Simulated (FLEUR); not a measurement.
## MgS under changes of volume

One of the cells (22.740 Å³/atom); the others are scaled copies at fixed shape and fractional positions:

```
S Mg
1.0
     0.00000    2.83312    2.83312
     2.83312    0.00000    2.83312
     2.83312    2.83312    0.00000
S Mg
1 1
Direct
  0.25000 0.25000 0.25000
  0.00000 0.00000 0.00000
```

The cell comes from a database or a generator and needn't be the stable form of this composition.

```yaml
Program: FLEUR MaX-R8.1 (later development tree)
Functional: r2SCAN
Potentials_or_basis: all-electron
Basis: FLAPW
Kmax: 4.71 1/bohr
k_mesh: 8 × 8 × 8
Occupations: fermi-dirac, width 0.05 eV
Spin: no spin polarisation
```

```csv
volume (Å³/atom),energy over the lowest point (meV/atom),gap on the mesh (eV)
21.376,?,?
21.831,6.70,4.29
22.740,0.00,4.11
23.650,6.67,3.90
24.105,14.41,3.81
```

Problem. What does the run at 21.376 Å³/atom give?

Solution. Energy over the lowest point 16.12 meV/atom; gap on the mesh 4.27 eV.

Worked out: A Birch-Murnaghan fit of order 2 (a polynomial in V^(-2/3)) to the other rows has its minimum at 22.71 Å³/atom with B0 = V·E''(V) = 60 GPa. It gives 16.06 meV/atom at 21.376 Å³/atom, against the run's 16.12. A parabola through the other rows of the gap, of slope -4.1 eV per unit of ln V there, extrapolates to 4.38 eV, against the run's 4.27.

Energies are extrapolated to zero smearing.

Caveats: the meta-GGA is that of a development version, with a GGA for the radial functions and cores and without core tails.

A mesh can miss the band edges.
